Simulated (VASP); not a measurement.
# CsSnBr3 (Pm-3m) in VASP: a series of runs

Runs on CsSnBr3. Level: PBEsol. Tasks: relaxation of cell and atoms.

Everything below comes from runs of VASP 6.6.1. Logs are shortened: lines on timing, memory, paths and dates and some standing lists are left out, and cuts for length are marked.

**1. The crystal as given**

Symmetry: Pm-3m, No. 221, cubic system. Conventional cell: a = 5.839 Å, b = 5.839 Å, c = 5.839 Å, α = 90.00°, β = 90.00°, γ = 90.00°. Cs (site symmetry m-3m) is surrounded by 12 Br at 4.13 Å. Sn (site symmetry m-3m) has 6 Br at 2.92 Å as nearest neighbours. Br (site symmetry 4/mmm) is surrounded by 2 Sn at 2.92 Å.

The cell is a database's computed one.

**2. Relaxation of cell and atoms, PBEsol**

File INCAR:

```
SYSTEM = CsSnBr3
PREC     = Accurate       ! precision mode
ENCUT    = 600            ! plane-wave cutoff, eV
EDIFF    = 1E-6           ! SCF threshold, eV
ISMEAR   = 0              ! smearing method
SIGMA    = 0.03           ! smearing width, eV
LREAL    = .False.        ! projectors in reciprocal space
LASPH    = .True.         ! aspherical terms in the spheres
NELM     = 80             ! most SCF steps
ALGO     = Normal         ! electronic algorithm
ISIF     = 3              ! what is computed and relaxed
LWAVE    = .False.        ! write WAVECAR
LCHARG   = .False.        ! write CHGCAR
GGA      = PS             ! functional
IBRION   = 2              ! ionic algorithm
NSW      = 90             ! ionic steps
EDIFFG   = -0.01          ! ionic threshold
KPAR     = 2
```

File KPOINTS:

```
Automatic mesh
0
Gamma
  6 6 6
  0 0 0
```

File POSCAR:

```
CsSnBr3
1.0
    5.8390056100      0.0000000000      0.0000000000
    0.0000000000      5.8390056100      0.0000000000
    0.0000000000      0.0000000000      5.8390056100
Cs Sn Br
1 1 3
Direct
    0.0000000000      0.0000000000      0.0000000000
    0.5000000000      0.5000000000      0.5000000000
    0.5000000000      0.0000000000      0.5000000000
    0.5000000000      0.5000000000      0.0000000000
    0.0000000000      0.5000000000      0.5000000000
```

Potentials or basis: VASP PAW PBE potentials, release 64 (Cs_sv, Sn_d, Br).

Started as:

```
cat potpaw_PBE.64/Cs_sv/POTCAR potpaw_PBE.64/Sn_d/POTCAR potpaw_PBE.64/Br/POTCAR > POTCAR
mpirun -np 2 vasp_std > vasp.out
```

OUTCAR:

```text
SYSTEM = CsSnBr3
   PREC = Accurate
   ENCUT = 600
   EDIFF = 1E-6
   ISMEAR = 0
   LREAL = .False.
   LASPH = .True.
   NELM = 80
   ISIF = 3
   GGA = PS
   IBRION = 2
   NSW = 90
   EDIFFG = -0.01

 ion  position               nearest neighbor table
   1  0.000  0.000  0.000-
   2  0.500  0.500  0.500-   3 2.92   4 2.92   5 2.92   4 2.92   3 2.92   5 2.92
   3  0.500  0.000  0.500-   2 2.92   2 2.92
   4  0.500  0.500  0.000-   2 2.92   2 2.92
   5  0.000  0.500  0.500-   2 2.92   2 2.92

  LATTYP: Found a simple cubic cell.
 ALAT       =     5.8390056100

  Lattice vectors:

 A1 = (   5.8390056100,   0.0000000000,   0.0000000000)
 A2 = (   0.0000000000,   5.8390056100,   0.0000000000)
 A3 = (   0.0000000000,   0.0000000000,   5.8390056100)

Analysis of symmetry for initial positions (statically):
=====================================================================
 Subroutine PRICEL returns:
 Original cell was already a primitive cell.

 Routine SETGRP: Setting up the symmetry group for a
 simple cubic supercell.

 Subroutine GETGRP returns: Found 48 space group operations
 (whereof 48 operations were pure point group operations)
 out of a pool of 48 trial point group operations.

The static configuration has the point symmetry O_h .

Analysis of symmetry for dynamics (positions and initial velocities):
=====================================================================
 Subroutine PRICEL returns:
 Original cell was already a primitive cell.

 Routine SETGRP: Setting up the symmetry group for a
 simple cubic supercell.

 Subroutine GETGRP returns: Found 48 space group operations
 (whereof 48 operations were pure point group operations)
 out of a pool of 48 trial point group operations.

The dynamic configuration has the point symmetry O_h .

 Subroutine INISYM returns: Found 48 space group operations
 (whereof 48 operations are pure point group operations),
 and found     1 'primitive' translations

----------------------------------------------------------------------------------------

                                     Primitive cell

  volume of cell :     199.0750

  direct lattice vectors                    reciprocal lattice vectors
     5.839005610  0.000000000  0.000000000     0.171262038  0.000000000  0.000000000
     0.000000000  5.839005610  0.000000000     0.000000000  0.171262038  0.000000000
     0.000000000  0.000000000  5.839005610     0.000000000  0.000000000  0.171262038

  length of vectors
     5.839005610  5.839005610  5.839005610     0.171262038  0.171262038  0.171262038

  position of ions in fractional coordinates (direct lattice)
     0.000000000  0.000000000  0.000000000
     0.500000000  0.500000000  0.500000000
     0.500000000  0.000000000  0.500000000
     0.500000000  0.500000000  0.000000000
     0.000000000  0.500000000  0.500000000

  ion indices of the primitive-cell ions
   primitive index   ion index
                 1           1
                 2           2
                 3           3
                 4           4
                 5           5

----------------------------------------------------------------------------------------

 KPOINTS: Automatic mesh

Automatic generation of k-mesh.
 Grid dimensions read from file:
 generate k-points for:    6    6    6

 Generating k-lattice:

  Cartesian coordinates                     Fractional coordinates (reciprocal lattice)
     0.028543673  0.000000000  0.000000000     0.166666667  0.000000000  0.000000000
     0.000000000  0.028543673  0.000000000     0.000000000  0.166666667  0.000000000
     0.000000000  0.000000000  0.028543673     0.000000000  0.000000000  0.166666667

  Length of vectors
     0.028543673  0.028543673  0.028543673

  Shift w.r.t. Gamma in fractional coordinates (k-lattice)
     0.000000000  0.000000000  0.000000000

 Subroutine IBZKPT returns following result:
 ===========================================

 Found     20 irreducible k-points:

 Following reciprocal coordinates:
            Coordinates               Weight
  0.000000  0.000000  0.000000      1.000000
  0.166667  0.000000  0.000000      6.000000
  0.333333  0.000000  0.000000      6.000000
  0.500000  0.000000  0.000000      3.000000
  0.166667  0.166667  0.000000     12.000000
  0.333333  0.166667  0.000000     24.000000
[... 12 lines left out ...]
  0.500000  0.500000  0.333333      6.000000
  0.500000  0.500000  0.500000      1.000000
   k-points           NKPTS =     20   k-points in BZ     NKDIM =     20   number of bands    NBANDS=     26
   number of dos      NEDOS =    301   number of ions     NIONS =      5
   total plane-waves  NPLWV = 110592
   dimension x,y,z NGX =    48 NGY =   48 NGZ =   48
   dimension x,y,z NGXF=    96 NGYF=   96 NGZF=   96
   ions per type =               1   1   3
   NGX,Y,Z   is equivalent  to a cutoff of  13.67, 13.67, 13.67 a.u.
   NGXF,Y,Z  is equivalent  to a cutoff of  27.33, 27.33, 27.33 a.u.
 SYSTEM =  CsSnBr3
[... 27 lines left out ...]
   IMIX   =      4    mixing-type and parameters
     AMIX     =   0.40;   BMIX     =  1.00
     AMIX_MAG =   1.60;   BMIX_MAG =  1.00
  volume/ion in A,a.u.               =      39.81       268.68
  Fermi-wavevector in a.u.,A,eV,Ry     =   0.989814  1.870477 13.330054  0.979731
  Thomas-Fermi vector in A             =   2.121439
   LORBIT       =      0    0 simple, 1 ext, 2 COOP (PROOUT), +10 PAW based schemes
   GGA     = PS    functional components
   LHFCALC =     F    Hartree Fock is set to
   AEXX    =    0.0000 exact exchange contribution
   IVDW    =     0    specifies the selected vdW correction
   LEPSILON=     F    determine dielectric tensor
   LRPA    =     F    only Hartree local field effects (RPA)
 conjugate gradient relaxation of ions
 non-spin polarized calculation
 Gauss-broadening in eV      SIGMA  =   0.03
  energy-cutoff  :      600.00
  volume of cell :      199.07
 maximum number of plane-waves:      6704
 NGX is ok and might be reduce to    48
   NGX = 23   NGY = 23   NGZ = 23

--------------------------------------- Ionic step        1  -------------------------------------------

 number of electron      44.0000008 magnetization

 Free energy of the ion-electron system (eV)
  ---------------------------------------------------
  ext. energy  EPLUGINS =         0.00000000
  ---------------------------------------------------
  free energy    TOTEN  =       -16.79119746 eV

  energy without entropy =      -16.79119746  energy(sigma->0) =      -16.79119746

------------------------ aborting loop because EDIFF is reached ----------------------------------------

  FORCE on cell =-STRESS in cart. coord.  units (eV):
  Direction    XX          YY          ZZ          XY          YZ          ZX
  --------------------------------------------------------------------------------------
  -------------------------------------------------------------------------------------
  Total       -0.9627055     -0.9627055     -0.9627055     -0.0000000      0.0000000      0.0000000
  in kB       -7.7479600     -7.7479600     -7.7479600     -0.0000000      0.0000000      0.0000000
  external PRESSURE =      -7.7479600 kB  Pullay stress =       0.0000000 kB

 VOLUME and BASIS-vectors are now :
 -----------------------------------------------------------------------------
  energy-cutoff  :      600.00
  volume of cell :      199.07
      direct lattice vectors                 reciprocal lattice vectors
     5.839005610  0.000000000  0.000000000     0.171262038  0.000000000  0.000000000
     0.000000000  5.839005610  0.000000000     0.000000000  0.171262038  0.000000000
     0.000000000  0.000000000  5.839005610     0.000000000  0.000000000  0.171262038
[... 40 lines left out ...]
 POSITION                                       TOTAL-FORCE (eV/Angst)
 -----------------------------------------------------------------------------------
      0.00000      0.00000      0.00000        -0.000000     -0.000000      0.000000
      2.89238      2.89238      2.89238         0.000000      0.000000      0.000000
      2.89238      0.00000      2.89238        -0.000000     -0.000000      0.000000
      2.89238      2.89238      0.00000        -0.000000     -0.000000      0.000000
     -0.00000      2.89238      2.89238        -0.000000     -0.000000      0.000000
 -----------------------------------------------------------------------------------
    total drift:                                0.000000     -0.000000     -0.000000

  FREE ENERGIE OF THE ION-ELECTRON SYSTEM (eV)
  ---------------------------------------------------
  free  energy   TOTEN  =       -16.8080700518 eV

  energy  without entropy=      -16.8080700518  energy(sigma->0) =      -16.80807005

--------------------------------------- Ionic step        3  -------------------------------------------

 number of electron      44.0000011 magnetization

 Free energy of the ion-electron system (eV)
  ---------------------------------------------------
  ext. energy  EPLUGINS =         0.00000000
  ---------------------------------------------------
  free energy    TOTEN  =       -16.80917536 eV

  energy without entropy =      -16.80917536  energy(sigma->0) =      -16.80917536

 E-fermi :   2.6385     XC(G=0):  -7.9952

 val. band max:        2.5287141069   @ k =   0.5000   0.5000   0.5000
 cond. band min:       2.7526331810   @ k =   0.5000   0.5000   0.5000
 fundamental gap:      0.2239190741
 Fermi energy:         2.6384864776

 k-point     1 :       0.0000    0.0000    0.0000
  band No.  band energies     occupation
      1     -19.9088      2.00000
      2     -19.7184      2.00000
      3     -19.7184      2.00000
      4     -19.6812      2.00000
      5     -19.6812      2.00000
      6     -19.6812      2.00000
[... 18 lines left out ...]
     25       5.4447      0.00000
     26       6.0888      0.00000
[... 571 lines left out ...]
 POSITION                                       TOTAL-FORCE (eV/Angst)
 -----------------------------------------------------------------------------------
      0.00000      0.00000      0.00000        -0.000000     -0.000000      0.000000
      2.88441      2.88441      2.88441         0.000000      0.000000      0.000000
      2.88441      0.00000      2.88441        -0.000000     -0.000000      0.000000
      2.88441      2.88441      0.00000        -0.000000     -0.000000      0.000000
     -0.00000      2.88441      2.88441        -0.000000     -0.000000      0.000000
 -----------------------------------------------------------------------------------
    total drift:                                0.000000     -0.000000     -0.000000

  FREE ENERGIE OF THE ION-ELECTRON SYSTEM (eV)
  ---------------------------------------------------
  free  energy   TOTEN  =       -16.8091753620 eV

  energy  without entropy=      -16.8091753618  energy(sigma->0) =      -16.80917536

 reached required accuracy - stopping structural energy minimisation
```

Wall time 98 s (2 MPI ranks of Intel Xeon 6975P-C (Granite Rapids), shared host); peak memory 0.42 GiB.

What came out:

```yaml
Free_energy: -16.8092 eV
Relaxed_volume: 38.40 Å³/atom
Relaxed_cell: a = 5.769 Å, b = 5.769 Å, c = 5.769 Å, α = 90.00°, β = 90.00°, γ = 90.00°
Space_group_after_relaxing_to_0.05_Å: Pm-3m (No. 221)
Energy_gained_by_relaxing: 3.6 meV/atom
Ionic_steps: 3
Pressure_after_relaxing: 0.0 GPa
Band_gap_on_the_k_mesh: 0.22 eV, direct
```

Step by step:
```tsv
step	energy change (eV)	largest force (eV/Å)	pressure (GPa)	volume (Å³)
1	0.0000	0.0000	-0.77	199.07
2	-0.0169	0.0000	-0.19	193.58
3	-0.0180	0.0000	-0.02	191.98
```

Final structure:
```xyz
5
Lattice="5.7688 0.0000 0.0000 0.0000 5.7688 0.0000 0.0000 0.0000 5.7688" Properties=species:S:1:pos:R:3 pbc="T T T"
Cs    0.0000    0.0000    0.0000
Sn    2.8844    2.8844    2.8844
Br    2.8844    0.0000    2.8844
Br    2.8844    2.8844    0.0000
Br    0.0000    2.8844    2.8844
```

Caveat: the PAW data sets were made with another functional, which shifts forces and pressure a little; spin-orbit coupling is left out, which moves the levels of the heavy elements. A k mesh can miss the band edges.

(Continued in part 2 of 2.)
